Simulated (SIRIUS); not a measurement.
Wanted: the native input for a SIRIUS 7.10.0 run.

```
Task                                        : single point
Functional                                  : PBE
Potentials or basis                         : PseudoDojo 0.4.1 PBE standard (scalar relativistic)
Cutoff                                      : 1307 eV
Density cutoff                              : 5227 eV
k mesh                                      : 9 × 9 × 5
Occupations                                 : fermi-dirac, width 0.05 eV
Spin                                        : collinear spin, ferromagnetic start
Starting moments                            : [4.0, 4.0, 0.0, 0.0] μB
Libxc names                                 : ["XC_GGA_X_PBE", "XC_GGA_C_PBE"]
Energy tol                                  : 1e-08 Ha
Density tol                                 : 1e-06
Mixer                                       : anderson
Mixing beta                                 : 0.5
Max scf                                     : 100
Radial cutoff for the potentials' integrals : 6.5 bohr
```

Crystal: MnO.

```
Mn O
1.0
     3.37170    0.00000    0.00000
    -1.68585    2.91998    0.00000
     0.00000    0.00000    5.38550
Mn O
2 2
Direct
  0.33333 0.66667 0.01096
  0.66667 0.33333 0.51096
  0.33333 0.66667 0.37547
  0.66667 0.33333 0.87547
```

Measurements of this composition are mostly on another form, of space group No. 225.

These files were run (other wordings do the same):

sirius.json

```json
{
  "control": {
    "processing_unit": "cpu",
    "verbosity": 2,
    "num_bands_to_print": 31,
    "print_forces": true,
    "print_stress": true
  },
  "parameters": {
    "electronic_structure_method": "pseudopotential",
    "xc_functionals": ["XC_GGA_X_PBE", "XC_GGA_C_PBE"],
    "gk_cutoff": 9.8,
    "pw_cutoff": 19.6,
    "ngridk": [9, 9, 5],
    "shiftk": [0, 0, 0],
    "smearing": "fermi_dirac",
    "smearing_width": 0.0018374661,
    "num_bands": 31,
    "num_mag_dims": 1,
    "num_dft_iter": 100,
    "energy_tol": 1e-08,
    "density_tol": 1e-06
  },
  "iterative_solver": {
    "type": "davidson",
    "min_tolerance": 1e-09,
    "tolerance_scale": [0.1, 0.25]
  },
  "mixer": {
    "type": "anderson",
    "beta": 0.5,
    "max_history": 8
  },
  "settings": {
    "tol_ne": 1e-10,
    "pseudo_grid_cutoff": 6.5,
    "smooth_initial_mag": true
  },
  "unit_cell": {
    "lattice_vectors": [
      [1.0, 0.0, 0.0],
      [-0.499999998517, 0.866025404234, 0.0],
      [0.0, 0.0, 1.59726503441]
    ],
    "lattice_vectors_scale": 6.3715899334,
    "atom_coordinate_units": "lattice",
    "atom_types": ["Mn", "O"],
    "atom_files": {
      "Mn": "Mn.json",
      "O": "O.json"
    },
    "atoms": {
      "Mn": [
        [0.3333333333, 0.6666666667, 0.01096, 0.0, 0.0, 4.0],
        [0.6666666667, 0.3333333333, 0.51096, 0.0, 0.0, 4.0]
      ],
      "O": [
        [0.3333333333, 0.6666666667, 0.37547, 0.0, 0.0, 0.0],
        [0.6666666667, 0.3333333333, 0.87547, 0.0, 0.0, 0.0]
      ]
    }
  }
}
```

Potentials or basis: PseudoDojo 0.4.1 PBE standard (scalar relativistic).

Launch:

```bash
$ upf_to_json Mn.upf
$ upf_to_json O.upf
$ OMP_NUM_THREADS=1 sirius.scf --input=sirius.json --output=out.json --task=0
```

Results of the run:

```
Pressure               : 6.0 GPa
Largest force          : 0.651 eV/Å
Band gap on the k mesh : none (metal or under the smearing width)
Net moment             : 10.00 μB per cell
Absolute moment        : 10.00 μB per cell
```

Caveat: semilocal functionals often make such compounds metallic where correlation or magnetic order opens a gap, which also shifts bond lengths; only a ferromagnetic start was run, and an antiferromagnetic order may lie lower in energy.

Wall time 8.6 min on 1 thread of Arm Neoverse V2 (shared host), peak memory 0.84 GiB.
